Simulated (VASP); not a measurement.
# Ge (Fd-3m) in VASP: single point with PBE

Aim: the single point of Ge with PBE.

Program: VASP 6.6.1. These are calculated values, not measurements. Logs are shortened: lines on timing, memory, paths and dates and some standing lists are left out, and cuts for length are marked.

## (1) The undisturbed crystal

Symmetry: Fd-3m, No. 227, cubic system. The conventional cell has a = 5.658 Å, b = 5.658 Å, c = 5.658 Å, α = 90.00°, β = 90.00°, γ = 90.00°. Around Ge (site symmetry -43m) lie 4 Ge at 2.45 Å.

## (2) Single point, PBE (a relaxed cell with its volume scaled by 1.09)

INCAR

```
SYSTEM = Ge
PREC     = Accurate       ! precision mode
ENCUT    = 520            ! plane-wave cutoff, eV
EDIFF    = 1E-7           ! SCF threshold, eV
ISMEAR   = 0              ! smearing method
SIGMA    = 0.02           ! smearing width, eV
LREAL    = .FALSE.        ! projectors in reciprocal space
LASPH    = .TRUE.         ! aspherical terms in the spheres
NELM     = 80             ! most SCF steps
ALGO     = Normal         ! electronic algorithm
ISIF     = 2              ! what is computed and relaxed
LWAVE    = .FALSE.        ! write WAVECAR
LCHARG   = .FALSE.        ! write CHGCAR
GGA      = PE             ! functional
NBANDS   = 11             ! bands
```

KPOINTS

```
Automatic mesh
0
G
  10 10 10
  0 0 0
```

POSCAR

```
Ge                                      
1.0
    0.0000000000      2.9751951580      2.9751951580
    2.9751951580      0.0000000000      2.9751951580
    2.9751951580      2.9751951580      0.0000000000
  Ge            
     2
Direct
     0.0000000000000000    0.0000000000000000    0.0000000000000000
     0.2500000000000000    0.2500000000000000    0.2500000000000000
```

Potentials or basis: VASP PAW PBE potentials, release 64 (Ge).

Launch:

```
$ cat potpaw_PBE.64/Ge/POTCAR > POTCAR
$ mpirun -np 1 vasp_std > vasp.out
```

OUTCAR:

```text
SYSTEM = Ge
   PREC = Accurate
   ENCUT = 520
   EDIFF = 1E-7
   ISMEAR = 0
   LREAL = .FALSE.
   LASPH = .TRUE.
   NELM = 80
   ISIF = 2
   GGA = PE

 ion  position               nearest neighbor table
   1  0.000  0.000  0.000-   2 2.58   2 2.58   2 2.58   2 2.58
   2  0.250  0.250  0.250-   1 2.58   1 2.58   1 2.58   1 2.58

  LATTYP: Found a face centered cubic cell.
 ALAT       =     5.9503903160

  Lattice vectors:

 A1 = (   0.0000000000,   2.9751951580,   2.9751951580)
 A2 = (   2.9751951580,   0.0000000000,   2.9751951580)
 A3 = (   2.9751951580,   2.9751951580,   0.0000000000)

Analysis of symmetry for initial positions (statically):
=====================================================================
 Subroutine PRICEL returns:
 Original cell was already a primitive cell.

 Routine SETGRP: Setting up the symmetry group for a
 face centered cubic supercell.

 Subroutine GETGRP returns: Found 48 space group operations
 (whereof 24 operations were pure point group operations)
 out of a pool of 48 trial point group operations.

The static configuration has the point symmetry T_d .
 The point group associated with its full space group is O_h .

Analysis of symmetry for dynamics (positions and initial velocities):
=====================================================================
 Subroutine PRICEL returns:
 Original cell was already a primitive cell.

 Routine SETGRP: Setting up the symmetry group for a
 face centered cubic supercell.

 Subroutine GETGRP returns: Found 48 space group operations
 (whereof 24 operations were pure point group operations)
 out of a pool of 48 trial point group operations.

The dynamic configuration has the point symmetry T_d .
 The point group associated with its full space group is O_h .

 Subroutine INISYM returns: Found 48 space group operations
 (whereof 24 operations are pure point group operations),
 and found     1 'primitive' translations

----------------------------------------------------------------------------------------

                                     Primitive cell

  volume of cell :      52.6716

  direct lattice vectors                    reciprocal lattice vectors
     0.000000000  2.975195158  2.975195158    -0.168056203  0.168056203  0.168056203
     2.975195158  0.000000000  2.975195158     0.168056203 -0.168056203  0.168056203
     2.975195158  2.975195158  0.000000000     0.168056203  0.168056203 -0.168056203

  length of vectors
     4.207561343  4.207561343  4.207561343     0.291081881  0.291081881  0.291081881

  position of ions in fractional coordinates (direct lattice)
     0.000000000  0.000000000  0.000000000
[... 89 lines left out ...]
   NELECT =       8.0000    total number of electrons
   NUPDOWN=      -1.0000    fix difference up-down
   EMIN   =  10.00;   EMAX   =-10.00  energy-range for DOS
   EFERMI =   0.00;   METHOD = LEGACY
   ISMEAR =     0;   SIGMA  =   0.02  broadening in eV -4-tet -1-fermi 0-gaus
   EFERMI_NEDOS =   21; number of points for ismear=-14 and -15
   IALGO  =     38    algorithm
   IMIX   =      4    mixing-type and parameters
     AMIX     =   0.40;   BMIX     =  1.00
     AMIX_MAG =   1.60;   BMIX_MAG =  1.00
  volume/ion in A,a.u.               =      26.34       177.72
  Fermi-wavevector in a.u.,A,eV,Ry     =   0.873466  1.650612 10.380469  0.762943
  Thomas-Fermi vector in A             =   1.992861
   LORBIT       =      0    0 simple, 1 ext, 2 COOP (PROOUT), +10 PAW based schemes
   GGA     = PE    functional components
   LHFCALC =     F    Hartree Fock is set to
   AEXX    =    0.0000 exact exchange contribution
   IVDW    =     0    specifies the selected vdW correction
   LEPSILON=     F    determine dielectric tensor
   LRPA    =     F    only Hartree local field effects (RPA)
 non-spin polarized calculation
 Gauss-broadening in eV      SIGMA  =   0.02
  energy-cutoff  :      520.00
  volume of cell :       52.67
 maximum number of plane-waves:      1430
   NGX = 15   NGY = 15   NGZ = 15

 number of electron       8.0000001 magnetization

 Free energy of the ion-electron system (eV)
  ---------------------------------------------------
  ext. energy  EPLUGINS =         0.00000000
  ---------------------------------------------------
  free energy    TOTEN  =        -8.92518244 eV

  energy without entropy =       -8.92504146  energy(sigma->0) =       -8.92511195

 E-fermi :   2.3965     XC(G=0):  -8.5498

 val. band max:        2.3818865923   @ k =   0.1000   0.0000   0.0000
 cond. band min:       2.4180607269   @ k =   0.4000   0.0000   0.0000
 fundamental gap:      0.0361741346
 Fermi energy:         2.3964627110

 k-point     1 :       0.0000    0.0000    0.0000
  band No.  band energies     occupation
      1      -9.1425      2.00000
      2       1.3187      2.00000
      3       2.5693      0.00000
      4       2.5693      0.00000
      5       2.5693      0.00000
      6       5.0321      0.00000
      7       5.0321      0.00000
      8       5.0321      0.00000
      9       8.6201      0.00000
     10      11.4883      0.00000
     11      11.4883      0.00000
[... 309 lines left out ...]
 k-point    24 :       0.4000    0.3000    0.0000
  band No.  band energies     occupation
      1      -7.4131      2.00000
      2      -3.8372      2.00000
      3       0.0386      2.00000
      4       0.3602      2.00000
      5       3.6581      0.00000
      6       4.6236      0.00000
      7       8.5398      0.00000
      8       9.0461      0.00000
      9      11.0404      0.00000
     10      13.1887      0.00000
     11      13.4663      0.00000

 [... further k-points ...]

------------------------ aborting loop because EDIFF is reached ----------------------------------------

  FORCE on cell =-STRESS in cart. coord.  units (eV):
  Direction    XX          YY          ZZ          XY          YZ          ZX
  --------------------------------------------------------------------------------------
  -------------------------------------------------------------------------------------
  Total       -1.3550867     -1.3550867     -1.3550867      0.0000000      0.0000000     -0.0000000
  in kB      -41.2193662    -41.2193662    -41.2193662      0.0000000      0.0000000     -0.0000000
  external PRESSURE =     -41.2193662 kB  Pullay stress =       0.0000000 kB

 VOLUME and BASIS-vectors are now :
 -----------------------------------------------------------------------------
  energy-cutoff  :      520.00
  volume of cell :       52.67
      direct lattice vectors                 reciprocal lattice vectors
     0.000000000  2.975195158  2.975195158    -0.168056203  0.168056203  0.168056203
     2.975195158  0.000000000  2.975195158     0.168056203 -0.168056203  0.168056203
     2.975195158  2.975195158  0.000000000     0.168056203  0.168056203 -0.168056203

 POSITION                                       TOTAL-FORCE (eV/Angst)
 -----------------------------------------------------------------------------------
      0.00000      0.00000      0.00000        -0.000000     -0.000000     -0.000000
      1.48760      1.48760      1.48760         0.000000      0.000000      0.000000
 -----------------------------------------------------------------------------------
    total drift:                               -0.000000      0.000000      0.000000

  FREE ENERGIE OF THE ION-ELECTRON SYSTEM (eV)
  ---------------------------------------------------
  free  energy   TOTEN  =        -8.9251824418 eV

  energy  without entropy=       -8.9250414585  energy(sigma->0) =       -8.92511195
```

stdout:

```text
POSCAR found type information on POSCAR Ge
 POSCAR found :  1 types and       2 ions
 scaLAPACK will be used
 LDA part: xc-table for (Slater+PW92), standard interpolation
 POSCAR, INCAR and KPOINTS ok, starting setup
 FFT: planning ... GRIDC
 FFT: planning ... GRID_SOFT
 FFT: planning ... GRID
 WAVECAR not read
 entering main loop
```

It took 7.3 s on 1 thread of Intel Xeon 6975P-C (Granite Rapids), shared host; peak memory 0.18 GiB.

What came out:

```
Free energy            : -8.9252 eV
Pressure               : -4.1 GPa
Band gap on the k mesh : none (metal or under the smearing width)
```

Levels at points of the mesh, in eV from the Fermi level:
```
           k point  band 1  band 2  band 3  band 4  band 5  band 6  band 7  band 8  band 9
(0.00, 0.00, 0.00)  -11.54   -1.08    0.17    0.17    0.17    2.64    2.64    2.64    6.22
(0.50, 0.00, 0.00)   -9.80   -6.83   -1.02   -1.02   -0.06    3.80    3.80    7.15    9.57
(0.50, 0.50, 0.00)   -8.21   -8.21   -2.42   -2.42    1.07    1.07    8.47    8.47   10.35
```
